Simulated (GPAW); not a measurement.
# HgSe (F-43m) in GPAW: further runs

Aim: see how the results for HgSe move with the level of theory and the settings. Levels: BP86, revPBE+D3. Tasks: band structure, equation of state.

All numbers are computed with GPAW 26.7.0; they aren't measurements. Logs are shortened: lines on timing, memory, paths and dates and some standing lists are left out, and cuts for length are marked. The log counts tension as positive stress, the text compression.

**Experimental background.**

“The pseudo-binary mercury chalcogenide alloy HgSe0.7S0.3 at high pressure: a mechanism of the zinc blende/cinnabar reconstructive phase transition”, 2002, arxiv:cond-mat/0209548 quotes, for a bulk crystal of HgSe: bulk modulus 51.6 ± 0.2 GPa.

How close the calculation comes is told below.

### Step 1. The structure

Symmetry: F-43m, No. 216, cubic system. Conventional cell: a = 6.078 Å, b = 6.078 Å, c = 6.078 Å, α = 90.00°, β = 90.00°, γ = 90.00°. Hg (site symmetry -43m) is surrounded by 4 Se at 2.63 Å. Se (site symmetry -43m) has 4 Hg at 2.63 Å as nearest neighbours.

### Step 2. Band structure, BP86, spin-orbit coupling, no magnetisation

Contents of run.py:

```python
import numpy as np
from ase.dft.bandgap import bandgap
from ase.io import write
from ase.spacegroup import crystal
from ase.units import GPa
from gpaw import GPAW, PW, setup_paths
from gpaw.spinorbit import soc_eigenstates

setup_paths.insert(0, '.')

# Hg 4a
# Se 4c
atoms = crystal(['Hg', 'Se'],
                basis=[[0.0, 0.0, 0.0],
                       [0.25, 0.25, 0.25]],
                spacegroup=216, setting=1,  # F-43m
                cellpar=[6.078, 6.078, 6.078, 90.0, 90.0, 90.0],
                primitive_cell=True)

calc = GPAW(mode=PW(600),
            xc='GGA_X_B88+GGA_C_P86',
            kpts={'size': (6, 6, 6), 'gamma': True},
            occupations={'name': 'fermi-dirac', 'width': 0.05},
            nbands=18,
            convergence={'density': 1e-05, 'energy': 1e-05},
            maxiter=150,
            txt='gpaw.txt')
atoms.calc = calc
energy = atoms.get_potential_energy()
forces = atoms.get_forces()
stress = atoms.get_stress()
calc.write('gs.gpw')
write('result.traj', atoms)
print(f'Energy: {energy:.6f} eV')
print('Forces (eV/A):')
print(forces.round(4))
print('Stress (GPa):', (stress / GPa).round(3))
print('Fermi level:', round(calc.get_fermi_level(), 4), 'eV')
print(f'Gap: {bandgap(calc)[0]:.4f} eV, direct: {bandgap(calc, direct=True)[0]:.4f} eV')

path = atoms.cell.bandpath('GXWKGLUWLK,UX', npoints=80, eps=1e-4)
bs_calc = calc.fixed_density(kpts=path, symmetry='off', nbands=30,
                             convergence={'bands': 'CBM+6.0', 'eigenstates': 1e-6}, txt='bands.txt')
bs = bs_calc.band_structure()
bs.write('bs.json')
print(f'Gap on the path: {bandgap(bs_calc)[0]:.4f} eV')

soc = soc_eigenstates(bs_calc, theta=0, phi=0)
np.savetxt('soc_bands.dat', soc.eigenvalues(), fmt='%.4f')
mesh = soc_eigenstates('gs.gpw', theta=0, phi=0)
np.savetxt('soc_mesh.dat', mesh.eigenvalues(), fmt='%.4f')
print('Fermi level with spin-orbit coupling:', round(mesh.fermi_level, 4), 'eV')
```

Potentials or basis: PAW data sets generated in the run's folder for this functional, pw.

The run is started by

```sh
gpaw-setup -f GGA_X_B88+GGA_C_P86 Hg Se
OMP_NUM_THREADS=1 python run.py
```

gpaw.txt:

```text
__  _  _
 | _ |_)|_||  |
 |__||  | ||/\| - 26.7.0

Input parameters:
  mode=PW(ecut=600.0),
  convergence={'density': 1e-05, 'energy': 1e-05},
  kpts=MonkhorstPack(size=(6, 6, 6), gamma=True),
  maxiter=150,
  nbands=18,
  occupations=Occupations(name='fermi-dirac', width=0.05),
  xc=XC(name='GGA_X_B88+GGA_C_P86')

Diagonalizing LCAO Hamiltonian
Converting LCAO to pw mode

            Se

       Hg

Atoms  # Å, Bohr magnetons
|   | symbol |        x |        y |        z |    initial magnetic moments |
|---|--------|----------|----------|----------|-----------------------------|
| 0 |     Hg | 0.000000 | 0.000000 | 0.000000 | ( 0.0000,  0.0000,  0.0000) |
| 1 |     Se | 1.519500 | 1.519500 | 1.519500 | ( 0.0000,  0.0000,  0.0000) |

Unit cell  # Å
| periodic |        x |        y |        z |  lengths |    angles |
|----------|----------|----------|----------|----------|-----------|
|      yes | 0.000000 | 3.039000 | 3.039000 | 4.297795 | 60.000000 |
|      yes | 3.039000 | 0.000000 | 3.039000 | 4.297795 | 60.000000 |
|      yes | 3.039000 | 3.039000 | 0.000000 | 4.297795 | 60.000000 |

Number of symmetries: 24
Symmetry operations  # r_c * U_cc + t_c -> r_c
|    | kind |            matrix            |
|----|------|------------------------------|
|  0 |  E   |  1, 0, 0,  0, 1, 0,  0, 0, 1 |
|  1 |  σ   |  1, 0, 0,  0, 0, 1,  0, 1, 0 |
|  2 |  σ   |  1, 0,-1,  0, 1,-1,  0, 0,-1 |
|  3 |  C3  |  1, 0,-1,  0, 0,-1,  0, 1,-1 |
|  4 |  C3  |  1,-1, 0,  0,-1, 1,  0,-1, 0 |
|  5 |  σ   |  1,-1, 0,  0,-1, 0,  0,-1, 1 |
|  6 |  σ   |  0, 1, 0,  1, 0, 0,  0, 0, 1 |
|  7 |  C3  |  0, 1, 0,  0, 0, 1,  1, 0, 0 |
|  8 |  C2  |  0, 1,-1,  1, 0,-1,  0, 0,-1 |
|  9 |  S4  |  0, 1,-1,  0, 0,-1,  1, 0,-1 |
| 10 |  C3  |  0, 0, 1,  1, 0, 0,  0, 1, 0 |
| 11 |  σ   |  0, 0, 1,  0, 1, 0,  1, 0, 0 |
| 12 |  S4  |  0, 0,-1,  1, 0,-1,  0, 1,-1 |
| 13 |  C3  |  0, 0,-1,  0, 1,-1,  1, 0,-1 |
| 14 |  S4  |  0,-1, 1,  1,-1, 0,  0,-1, 0 |
| 15 |  C2  |  0,-1, 1,  0,-1, 0,  1,-1, 0 |
| 16 |  C3  |  0,-1, 0,  1,-1, 0,  0,-1, 1 |
| 17 |  S4  |  0,-1, 0,  0,-1, 1,  1,-1, 0 |
| 18 |  S4  | -1, 1, 0, -1, 0, 1, -1, 0, 0 |
| 19 |  C3  | -1, 1, 0, -1, 0, 0, -1, 0, 1 |
| 20 |  C3  | -1, 0, 1, -1, 1, 0, -1, 0, 0 |
| 21 |  S4  | -1, 0, 1, -1, 0, 0, -1, 1, 0 |
| 22 |  σ   | -1, 0, 0, -1, 1, 0, -1, 0, 1 |
| 23 |  C2  | -1, 0, 0, -1, 0, 1, -1, 1, 0 |

BZ-sampling:
  Number of BZ points: 216
  Number of IBZ points: 16

  Monkhorst-Pack size: [6, 6, 6]
  Monkhorst-Pack shift: [0.08333333333333333, 0.08333333333333333, 0.08333333333333333]

K-points  # in reciprocal-cell coordinates
|     |                                coordinates |     weight |
|-----|--------------------------------------------|------------|
|   0 | (  0.00000000,   0.00000000,   0.00000000) | 0.00462963 |
|   1 | (  0.16666667,   0.16666667,   0.00000000) | 0.02777778 |
|   2 | (  0.16666667,   0.16666667,   0.16666667) | 0.03703704 |
|   3 | (  0.33333333,   0.16666667,   0.16666667) | 0.05555556 |
|   4 | (  0.33333333,   0.33333333,  -0.33333333) | 0.05555556 |
|   5 | (  0.33333333,   0.33333333,   0.00000000) | 0.02777778 |
|   6 | (  0.33333333,   0.33333333,   0.16666667) | 0.11111111 |
|   7 | (  0.33333333,   0.33333333,   0.33333333) | 0.03703704 |
|   8 | (  0.50000000,   0.33333333,  -0.33333333) | 0.11111111 |
|   9 | (  0.50000000,   0.33333333,  -0.16666667) | 0.05555556 |
| ... |                                            |            |
|  15 | (  0.50000000,   0.50000000,   0.50000000) | 0.01851852 |

Plane wave coefficients: 1895
Cutoff: 600.0 eV

Spin-components: 1 (collinear spins)
Bands:           18
Projectors:      11
Spin-degeneracy: 2
Datatype:        complex128

Parallelization:
  kpt:    1
  domain: 1
  band:   1

Density:
  Valence electrons: 24.0
  Components: 1
  Grid points: [25 25 25]
  Charge: 0.0  # |e|

Potential:
  Grid points: [25 25 25]

species:
  Hg:
    name:    Mercury
    Z:       80.0
    valence: 18
    core:    62
    charge:  0.0  # [|e|]
    compensation charges:
      type: gauss
      rc: 0.41  # [Å]
      lmax: 2
    cutoffs:
      filter: 2.17  # [Å]
      core: 2.06  # [Å]
    projectors
    | kind |    occ | energy [eV] | rcut [Å] |
    |------|--------|-------------|----------|
    |   6s |  2.000 |      -6.962 |    1.307 |
    |   5p |  6.000 |     -66.722 |    1.291 |
    |   6p |  0.000 |      -1.107 |    1.291 |
    |   5d | 10.000 |     -10.012 |    1.302 |
    |    s |        |      20.250 |    1.307 |
    |    d |        |      17.199 |    1.302 |

    Using partial waves for Hg as LCAO basis

  Se:
    name:    Selenium
    Z:       34.0
    valence: 6
    core:    28
    charge:  0.0  # [|e|]
    compensation charges:
      type: gauss
      rc: 0.27  # [Å]
      lmax: 2
    cutoffs:
      filter: 1.77  # [Å]
      core: 2.67  # [Å]
    projectors
    | kind |    occ | energy [eV] | rcut [Å] |
    |------|--------|-------------|----------|
    |   4s |  2.000 |     -17.412 |    0.847 |
    |   4p |  4.000 |      -6.626 |    1.005 |
    |    s |        |       9.799 |    0.847 |
    |    p |        |      20.585 |    1.005 |
    |    d |        |       0.000 |    0.847 |

    Using partial waves for Se as LCAO basis

Reference energy: -599337.949431  # eV

eigensolver:
  PPCG
  Converge bands: occupied
  niter=2

density mixing:
  MSR1-Mixer
  Pratt-step length: 0.05
  Maximum mixing coefficient: 0.75
  Old densities: 10
  SVD Regularization: 0.005
  Good broyden scale: 1.0
  Trust region scale: 1.0
  Backstep threshold: 4.0
  History deletion threshold: 6.0
  Fourier metric: weight=20.0, sigma=0.015

occupation numbers:
  Fermi-Dirac:
    width: 0.0500  # eV

poisson solver:
  ecut: 4800.0  # eV

xc functional:
  name: GGA_X_B88+GGA_C_P86 with 2 nearest neighbor stencil

convergence criteria:
[... 6 lines left out ...]
|iter     | |      energy | eigst |  dens |
|---------|-|-------------|-------|-------|
|iter:   1| |   -4.795891 | -0.18 |       |
|iter:   2| |   -4.737678 | -2.21 | -1.37 |
|iter:   3| |   -4.585168 | -1.81 | -1.42 |
|iter:   4| |   -4.598552 | -2.71 | -1.93 |
|iter:   5| |   -4.602921 | -3.29 | -2.32 |
|iter:   6| |   -4.603136 | -4.81 | -3.27 |
|iter:   7| |   -4.603171 | -5.33 | -3.69 |
|iter:   8| |   -4.603172c| -6.79 | -4.37 |
|iter:   9| |   -4.603172c| -7.72c| -5.02c|

Converged in 9 steps
Energy contributions relative to reference atoms: (reference = -599337.949431)

Energy contributions:
  Kinetic:          37.136997
  Coulomb:         -31.261406
  Zero:             -2.249487
  External:          0.000000
  Xc:               -8.228779
  Entropy:          -0.000993
  Spinorbit:         0.000000
  ----------------------------
  Free energy:      -4.603668
  Extrapolated:     -4.603172

dipole moment: (-24.333396, -24.333396, -24.333396)  # |e|*Ang

Fermi level: 4.398
Eigenvalues  # (at kpt = [0.000, 0.000, 0.000])
| band index |      eig [eV] | occ [0-2] |
|------------|---------------|-----------|
|          0 |       -58.727 |     2.000 |
|        ... |               |           |
|          5 |        -2.932 |     2.000 |
|          6 |        -2.932 |     2.000 |
|          7 |        -2.215 |     2.000 |
|          8 |        -2.215 |     2.000 |
|          9 |         3.469 |     2.000 |
|         10 |         4.360 |     1.358 |
|         11 |         4.360 |     1.358 |
|         12 |         4.360 |     1.358 |
|         13 |         9.857 |     0.000 |
|         14 |         9.857 |     0.000 |
|         15 |         9.857 |     0.000 |
|         16 |        12.985 |     0.000 |
|         17 |        15.734 |     0.000 |

No gap
No difference between direct/indirect transitions

Forces  # eV/Ang
|        x |        y |        z |
|----------|----------|----------|
| -0.00000 | -0.00000 |  0.00000 |  # Hg   0
|  0.00000 |  0.00000 | -0.00000 |  # Se   1

Stress tensor  # eV/Ang^3
|         x |         y |         z |
|-----------|-----------|-----------|
| -0.033200 | -0.000000 | -0.000000 |
| -0.000000 | -0.033200 |  0.000000 |
| -0.000000 |  0.000000 | -0.033200 |

# Writing to gs.gpw (mode='')
```

Run time: 52 s. Hardware: 1 thread of Arm Neoverse V1, shared host; peak memory 0.3 GiB.

Results:

```
Free energy             : -4.6037 eV
Pressure                : 5.3 GPa
Band gap along the path : none (metal or under the smearing width)
```

Levels at the corners of the path, in eV from the Fermi level:
| point | band 21 | band 22 | band 23 | band 24 | band 25 | band 26 | band 27 | band 28 |
| --- | --- | --- | --- | --- | --- | --- | --- | --- |
| Γ | -0.26 | -0.26 | -0.01 | -0.01 | -0.01 | -0.01 | 4.39 | 4.40 |
| X | -2.44 | -2.44 | -2.39 | -2.39 | 2.73 | 2.73 | 2.90 | 2.90 |
| W | -3.03 | -2.68 | -2.58 | -2.43 | 3.47 | 3.67 | 4.96 | 5.07 |
| K | -3.11 | -2.88 | -2.03 | -1.94 | 2.82 | 2.91 | 4.37 | 4.38 |
| Γ | -0.26 | -0.26 | -0.01 | -0.01 | -0.01 | -0.01 | 4.39 | 4.40 |
| L | -1.19 | -1.19 | -0.96 | -0.96 | 1.04 | 1.04 | 5.81 | 5.81 |
| U | -3.11 | -2.88 | -2.03 | -1.94 | 2.83 | 2.91 | 4.37 | 4.38 |
| W | -3.03 | -2.68 | -2.58 | -2.43 | 3.47 | 3.67 | 4.96 | 5.07 |
| L | -1.19 | -1.19 | -0.96 | -0.96 | 1.04 | 1.04 | 5.81 | 5.81 |
| K | -3.11 | -2.88 | -2.03 | -1.94 | 2.82 | 2.91 | 4.37 | 4.38 |
| U | -3.11 | -2.88 | -2.03 | -1.94 | 2.83 | 2.91 | 4.37 | 4.38 |
| X | -2.44 | -2.44 | -2.39 | -2.39 | 2.73 | 2.73 | 2.90 | 2.90 |

Caveat: spin-orbit coupling was added after a scalar SCF, so levels and gaps hold it while energy, forces, pressure and moments don't; this program's spin-orbit splittings come out too wide for heavy elements.

### Step 3. Equation of state, revPBE+D3

Contents of run.py:

```python
from ase.calculators.mixing import SumCalculator
from ase.eos import EquationOfState
from ase.io import Trajectory, read
from ase.units import GPa
from dftd3.ase import DFTD3
from gpaw import GPAW, PW

atoms = read('POSCAR')

traj = Trajectory('eos.traj', 'w')
volumes, energies = [], []
for x in [0.94, 0.96, 0.98, 1.0, 1.02, 1.04, 1.06]:
    a = atoms.copy()
    a.set_cell(atoms.cell * x**(1 / 3), scale_atoms=True)
    calc = GPAW(mode=PW(600),
                xc='revPBE',
                kpts={'size': (6, 6, 6), 'gamma': True},
                occupations={'name': 'fermi-dirac', 'width': 0.05},
                nbands=18,
                convergence={'density': 1e-05, 'energy': 1e-05},
                maxiter=150,
                txt=f'eos-{x:.2f}.txt')
    a.calc = SumCalculator([calc, DFTD3(method='revpbe', damping='d3zero')])
    energies.append(a.get_potential_energy())
    volumes.append(a.get_volume())
    p = -a.get_stress()[:3].mean() / GPa
    calc.write(f'eos-{x:.2f}.gpw')
    traj.write(a)
    print(f'{x:.2f} {volumes[-1]:10.4f} A^3 {energies[-1]:14.6f} eV {p:9.3f} GPa', flush=True)

v0, e0, B = EquationOfState(volumes, energies, eos='birchmurnaghan').fit()
print(f'V0 = {v0:.4f} A^3, E0 = {e0:.6f} eV, B0 = {B / GPa:.2f} GPa')
```

Contents of POSCAR:

```
HgSe
1.0
    0.0000000000      3.0390000000      3.0390000000
    3.0390000000      0.0000000000      3.0390000000
    3.0390000000      3.0390000000      0.0000000000
Hg Se
1 1
Direct
    0.0000000000      0.0000000000      0.0000000000
    0.7500000000      0.7500000000      0.7500000000
```

Potentials or basis: the program's PAW data sets (release 1.2.1) made for this functional, pw.

The run is started by

```sh
OMP_NUM_THREADS=1 python run.py
```

Run time: 73 s. Hardware: 1 thread of Arm Neoverse V1, shared host; peak memory 0.23 GiB.

It converged, with:

| Quantity | Value |
| --- | --- |
| Equilibrium volume | 28.97 Å³/atom |
| Bulk modulus | 47 GPa |
| Pressure derivative of the bulk modulus | 5.7 |

Energy against volume, from the lowest point:
```
volume (Å³/atom)  energy (meV/atom)
          26.383              41.59
          26.944              24.24
          27.505              12.02
          28.067               4.24
          28.628               0.40
          29.189               0.00
          29.751               2.66
```

### Step 4. Comparison with measurements

Step 3. A measured bulk modulus of HgSe is 51.6 GPa (quoted in “The pseudo-binary mercury chalcogenide alloy HgSe0.7S0.3 at high pressure: a mechanism of the zinc blende/cinnabar reconstructive phase transition”, 2002, arxiv:cond-mat/0209548); the calculated 47 GPa misses it by -9.0 %. The fit is for a static lattice scaled at fixed shape and fixed fractional positions.
